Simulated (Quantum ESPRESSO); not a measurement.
# PbO (Pbcm) in Quantum ESPRESSO: equation of state

Aim: energy against volume of PbO in PBE, for its equilibrium volume and stiffness.

Everything below comes from runs of Quantum ESPRESSO 7.5. Logs are shortened: lines on timing, memory, paths and dates and some standing lists are left out, and cuts for length are marked.

### 1 Starting point

It takes space group Pbcm (No. 57, orthorhombic). The conventional cell has a = 5.876 Å, b = 5.476 Å, c = 4.743 Å, α = 90.00°, β = 90.00°, γ = 90.00°. Pb (site symmetry m) has 2 O at 2.17 to 2.44 Å as nearest neighbours. Around O (site symmetry m) lie 2 Pb at 2.17 to 2.44 Å.

### 2 Single point, PBE, 17.93 Å³/atom

The input, pw.in:

```
&CONTROL
  calculation = 'scf'
  prefix = 'pwscf'
  outdir = './tmp'
  pseudo_dir = './pseudo'
  tprnfor = .true.
  tstress = .true.
  disk_io = 'nowf'
/
&SYSTEM
  ibrav = 0
  nat = 8
  ntyp = 2
  ecutwfc = 55
  ecutrho = 440
  nbnd = 52
  occupations = 'smearing'
  smearing = 'fd'
  degauss = 0.00367493
/
&ELECTRONS
  conv_thr = 1.6d-09
  electron_maxstep = 120
  mixing_beta = 0.5
/
ATOMIC_SPECIES
Pb   207.2000 Pb.pbe-dn-kjpaw_psl.0.2.2.UPF
O     15.9990 O.pbe-n-kjpaw_psl.0.1.UPF
CELL_PARAMETERS angstrom
   5.7560479748    0.0000000000    0.0000000000
   0.0000000000    5.3642135313    0.0000000000
   0.0000000000    0.0000000000    4.6461769136
ATOMIC_POSITIONS crystal
Pb     0.7690000000    0.5140000000    0.2500000000
Pb     0.2310000000    0.4860000000    0.7500000000
Pb     0.7690000000    0.9860000000    0.7500000000
Pb     0.2310000000    0.0140000000    0.2500000000
O      0.1320000000    0.5820000000    0.2500000000
O      0.8680000000    0.4180000000    0.7500000000
O      0.1320000000    0.9180000000    0.7500000000
O      0.8680000000    0.0820000000    0.2500000000
K_POINTS automatic
5 5 6 0 0 0
```

Potentials or basis: SSSP 1.3 efficiency PBE.

Run with:

```console
> OMP_NUM_THREADS=1 mpirun -n 2 pw.x -nk 2 -in pw.in > pw.out
```

pw.out:

```text
This program is part of the open-source Quantum ESPRESSO suite
     for quantum simulation of materials; please cite
         "P. Giannozzi et al., J. Phys.:Condens. Matter 21 395502 (2009);
         "P. Giannozzi et al., J. Phys.:Condens. Matter 29 465901 (2017);
         "P. Giannozzi et al., J. Chem. Phys. 152 154105 (2020);
     in publications or presentations arising from this work. More details at

     file Pb.pbe-dn-kjpaw_psl.0.2.2.UPF: wavefunction(s)  6S renormalized
     file O.pbe-n-kjpaw_psl.0.1.UPF: wavefunction(s)  2P renormalized
     Message from routine setup:
     using ibrav=0 with symmetry is DISCOURAGED, use correct ibrav instead
[... 6 lines left out ...]
     --------------------
     sticks:   dense  smooth     PW     G-vecs:    dense   smooth      PW
     Sum        3859    1933    547               150901    53321    8065

     Using Slab Decomposition

     bravais-lattice index     =            0
     lattice parameter (alat)  =      10.8774  a.u.
     unit-cell volume          =     968.1058 (a.u.)^3
     number of atoms/cell      =            8
     number of atomic types    =            2
     number of electrons       =        80.00
     number of Kohn-Sham states=           52
     kinetic-energy cutoff     =      55.0000  Ry
     charge density cutoff     =     440.0000  Ry
     scf convergence threshold =      1.6E-09
     mixing beta               =       0.5000
     number of iterations used =            8  plain     mixing
     Exchange-correlation= SLA  PW   PBX  PBC
                           (   1   4   3   4   0   0   0)

     celldm(1)=  10.877354  celldm(2)=   0.000000  celldm(3)=   0.000000
     celldm(4)=   0.000000  celldm(5)=   0.000000  celldm(6)=   0.000000

     crystal axes: (cart. coord. in units of alat)
               a(1) = (   1.000000   0.000000   0.000000 )
               a(2) = (   0.000000   0.931926   0.000000 )
               a(3) = (   0.000000   0.000000   0.807182 )

     reciprocal axes: (cart. coord. in units 2 pi/alat)
               b(1) = (  1.000000  0.000000  0.000000 )
               b(2) = (  0.000000  1.073046  0.000000 )
               b(3) = (  0.000000  0.000000  1.238878 )

     PseudoPot. # 1 for Pb read from file:
     Pb.pbe-dn-kjpaw_psl.0.2.2.UPF
     Pseudo is Projector augmented-wave + core cor, Zval = 14.0
     Generated using "atomic" code by A. Dal Corso  v.5.0.99 svn rev. 10869
     Shape of augmentation charge: PSQ
     Using radial grid of 1281 points,  6 beta functions with:
                l(1) =   0
                l(2) =   0
                l(3) =   1
                l(4) =   1
                l(5) =   2
                l(6) =   2
     Q(r) pseudized with 0 coefficients

     PseudoPot. # 2 for O  read from file:
     O.pbe-n-kjpaw_psl.0.1.UPF
     Pseudo is Projector augmented-wave + core cor, Zval =  6.0
     Generated using "atomic" code by A. Dal Corso  v.5.0.99 svn rev. 10869
     Shape of augmentation charge: BESSEL
     Using radial grid of 1095 points,  4 beta functions with:
                l(1) =   0
                l(2) =   0
                l(3) =   1
                l(4) =   1
     Q(r) pseudized with 0 coefficients

     atomic species   valence    mass     pseudopotential
     Pb               14.00   207.20000     Pb( 1.00)
     O                 6.00    15.99900     O ( 1.00)

      8 Sym. Ops., with inversion, found ( 6 have fractional translation)

   Cartesian axes

     site n.     atom                  positions (alat units)
         1        Pb     tau(   1) = (   0.7690000   0.4790102   0.2017954  )
         2        Pb     tau(   2) = (   0.2310000   0.4529163   0.6053863  )
         3        Pb     tau(   3) = (   0.7690000   0.9188795   0.6053863  )
         4        Pb     tau(   4) = (   0.2310000   0.0130470   0.2017954  )
         5        O      tau(   5) = (   0.1320000   0.5423812   0.2017954  )
         6        O      tau(   6) = (   0.8680000   0.3895453   0.6053863  )
         7        O      tau(   7) = (   0.1320000   0.8555085   0.6053863  )
         8        O      tau(   8) = (   0.8680000   0.0764180   0.2017954  )

     number of k points=    36  Fermi-Dirac smearing, width (Ry)=  0.0037
                       cart. coord. in units 2pi/alat
        k(    1) = (   0.0000000   0.0000000   0.0000000), wk =   0.0133333
        k(    2) = (   0.0000000   0.0000000   0.2064797), wk =   0.0266667
        k(    3) = (   0.0000000   0.0000000   0.4129594), wk =   0.0266667
        k(    4) = (   0.0000000   0.0000000  -0.6194392), wk =   0.0133333
        k(    5) = (   0.0000000   0.2146092   0.0000000), wk =   0.0266667
        k(    6) = (   0.0000000   0.2146092   0.2064797), wk =   0.0533333
[... 28 lines left out ...]
        k(   35) = (   0.4000000   0.4292184   0.4129594), wk =   0.1066667
        k(   36) = (   0.4000000   0.4292184  -0.6194392), wk =   0.0533333

     Dense  grid:   150901 G-vectors     FFT dimensions: (  75,  72,  60)

     Smooth grid:    53321 G-vectors     FFT dimensions: (  54,  48,  48)

     Initial potential from superposition of free atoms

     starting charge      79.9906, renormalised to      80.0000
     Starting wfcs are   52 randomized atomic wfcs
     Checking if some PAW data can be deallocated...

     Self-consistent Calculation

     iteration #  1     ecut=    55.00 Ry     beta= 0.50
     Davidson diagonalization with overlap
     ethr =  1.00E-02,  avg # of iterations =  2.1

     total energy              =   -3647.59735102 Ry
     estimated scf accuracy    <       2.73479499 Ry

     iteration #  2     ecut=    55.00 Ry     beta= 0.50
     Davidson diagonalization with overlap
     ethr =  3.42E-03,  avg # of iterations =  2.2

     total energy              =   -3648.10559174 Ry
     estimated scf accuracy    <       3.66512791 Ry

     iteration #  3     ecut=    55.00 Ry     beta= 0.50
     Davidson diagonalization with overlap
     ethr =  3.42E-03,  avg # of iterations =  2.0

     total energy              =   -3648.82817463 Ry
     estimated scf accuracy    <       0.07979206 Ry

     iteration #  4     ecut=    55.00 Ry     beta= 0.50
     Davidson diagonalization with overlap
     ethr =  9.97E-05,  avg # of iterations =  5.2

     total energy              =   -3648.87471219 Ry
     estimated scf accuracy    <       0.01328031 Ry

     iteration #  5     ecut=    55.00 Ry     beta= 0.50
     Davidson diagonalization with overlap
     ethr =  1.66E-05,  avg # of iterations =  5.4
[... 29 lines left out ...]
     total energy              =   -3648.87977837 Ry
     estimated scf accuracy    <       0.00000002 Ry

     iteration # 10     ecut=    55.00 Ry     beta= 0.50
     Davidson diagonalization with overlap
     ethr =  2.55E-11,  avg # of iterations = 14.3

     total energy              =   -3648.87977859 Ry
     estimated scf accuracy    <       0.00000003 Ry

     iteration # 11     ecut=    55.00 Ry     beta= 0.50
     Davidson diagonalization with overlap
     ethr =  2.55E-11,  avg # of iterations =  2.0

     total energy              =   -3648.87977859 Ry
     estimated scf accuracy    <          1.7E-09 Ry

     iteration # 12     ecut=    55.00 Ry     beta= 0.50
     Davidson diagonalization with overlap
     ethr =  2.09E-12,  avg # of iterations =  5.4

     End of self-consistent calculation

          k = 0.0000 0.0000 0.0000 (  6663 PWs)   bands (ev):

    -8.4559  -8.1709  -8.0976  -8.0163  -6.0658  -5.9913  -5.9601  -5.9389
    -5.8895  -5.8573  -5.8563  -5.8003  -5.7755  -5.7351  -5.7232  -5.6901
    -5.6777  -5.6775  -5.6546  -5.6290  -5.5898  -4.7200  -4.4074  -4.4065
     2.3551   3.1608   3.6192   4.0509   4.7827   5.1570   5.5215   6.7509
     6.9116   7.3993   7.6108   7.9338   8.0624   8.3120   9.1136   9.5446
    13.2224  13.8271  14.0607  14.5177  14.6713  16.3143  17.1371  17.3635
    17.5591  18.0812  18.3760  18.6311

          k = 0.0000 0.0000 0.2065 (  6689 PWs)   bands (ev):

    -8.3890  -8.1357  -8.0704  -8.0078  -6.0419  -5.9704  -5.9482  -5.9311
    -5.8745  -5.8631  -5.8441  -5.8001  -5.7788  -5.7426  -5.7359  -5.6985
    -5.6903  -5.6873  -5.6796  -5.6404  -5.5914  -4.7143  -4.5619  -4.4395
     2.2659   3.1332   3.2082   3.4116   5.0785   5.5666   5.7495   7.0905
     7.2474   7.3199   7.5958   7.7930   8.0813   8.7877   8.8920   9.5176
    13.2879  13.9808  13.9975  14.4725  14.6936  16.1972  16.6637  17.2394
    17.4051  17.5154  17.8077  18.1678

          k = 0.0000 0.0000 0.4130 (  6653 PWs)   bands (ev):

    -8.2294  -8.0587  -8.0187  -8.0091  -5.9771  -5.9183  -5.9134  -5.9106
    -5.8745  -5.8661  -5.8131  -5.7951  -5.7793  -5.7649  -5.7618  -5.7532
    -5.7408  -5.6912  -5.6848  -5.6736  -5.5522  -4.9356  -4.6891  -4.5268
     2.1113   2.5508   2.9450   3.0058   5.2846   5.7951   6.6147   6.6902
     7.3323   7.6740   7.9702   7.9876   8.4550   8.7706   9.1022   9.4685
    13.5111  14.0581  14.1223  14.4016  15.1636  15.5880  15.6027  16.0198
    16.5340  17.5064  17.5834  18.1907
[... 311 lines left out ...]
          k = 0.4000 0.4292 0.4130 (  6678 PWs)   bands (ev):

    -8.1095  -8.0640  -7.9363  -7.9358  -5.9588  -5.9568  -5.9120  -5.9096
    -5.8823  -5.8732  -5.8613  -5.8521  -5.7546  -5.7448  -5.7405  -5.7244
    -5.7008  -5.6987  -5.6632  -5.6580  -5.4639  -5.1839  -4.8477  -4.7281
     1.6115   2.0084   2.5851   2.9487   6.3571   6.7034   7.2641   7.4083
     7.8037   8.0426   8.3330   8.3861   8.6427   8.8460   9.2408   9.3385
    11.5418  11.9727  12.5725  13.4364  15.2867  16.1434  16.3266  16.4359
    17.4182  17.7471  18.2676  18.5675

          k = 0.4000 0.4292-0.6194 (  6676 PWs)   bands (ev):

    -7.9890  -7.9890  -7.9687  -7.9687  -5.9422  -5.9422  -5.9403  -5.9403
    -5.8664  -5.8664  -5.8636  -5.8636  -5.7440  -5.7440  -5.7305  -5.7305
    -5.6772  -5.6772  -5.6703  -5.6703  -5.2081  -5.2081  -4.9990  -4.9990
     1.9400   1.9400   2.3194   2.3194   6.8965   6.8965   7.3940   7.3940
     8.1425   8.1425   8.2468   8.2468   8.8779   8.8779   8.9929   8.9929
    11.9852  11.9852  12.5450  12.5450  16.2717  16.2717  16.7006  16.7006
    17.6600  17.6600  17.8324  17.8324

     the Fermi energy is    10.5724 ev

!    total energy              =   -3648.87977859 Ry
     total all-electron energy =   -167658.381211 Ry
     estimated scf accuracy    <          1.4E-10 Ry
     smearing contrib. (-TS)   =      -0.00000000 Ry
     internal energy E=F+TS    =   -3648.87977859 Ry

     The total energy is F=E-TS. E is the sum of the following terms:
     one-electron contribution =    -171.21076719 Ry
     hartree contribution      =     155.82695846 Ry
     xc contribution           =    -207.57504726 Ry
     ewald contribution        =    -473.99792712 Ry
     one-center paw contrib.   =   -2951.92299548 Ry

     convergence has been achieved in  12 iterations

     Forces acting on atoms (cartesian axes, Ry/au):

     atom    1 type  1   force =    -0.05413223   -0.02732173    0.00000000
     atom    2 type  1   force =     0.05413223    0.02732173    0.00000000
     atom    3 type  1   force =    -0.05413223    0.02732173    0.00000000
     atom    4 type  1   force =     0.05413223   -0.02732173    0.00000000
     atom    5 type  2   force =     0.04803739    0.01350605   -0.00000000
     atom    6 type  2   force =    -0.04803739   -0.01350605   -0.00000000
     atom    7 type  2   force =     0.04803739   -0.01350605    0.00000000
     atom    8 type  2   force =    -0.04803739    0.01350605   -0.00000000

     Total force =     0.157058     Total SCF correction =     0.000057

     Computing stress (Cartesian axis) and pressure

          total   stress  (Ry/bohr**3)                   (kbar)     P=       91.61
   0.00106378   0.00000000   0.00000000          156.49        0.00        0.00
   0.00000000   0.00024561   0.00000000            0.00       36.13        0.00
   0.00000000   0.00000000   0.00055890            0.00        0.00       82.22

=------------------------------------------------------------------------------=
   JOB DONE.
=------------------------------------------------------------------------------=
```

Run time: 2.3 min. Hardware: 2 MPI ranks of Intel Xeon 6975P-C (Granite Rapids), shared host; peak memory 0.88 GiB.

Results:

```
Free energy            : -49645.5385 eV
Pressure               : 9.2 GPa
Largest force          : 1.559 eV/Å
Band gap on the k mesh : 2.00 eV, indirect (least direct gap 2.20 eV)
```

Caveat: spin-orbit coupling is left out, which as a rule narrows the gap of such compounds by several tenths of an eV; an odd mesh through Γ misses points on the zone boundary, where band edges often lie; the cell's inner coordinates are idealised or old, which leaves forces on the atoms.

(Continued in part 2 of 2.)
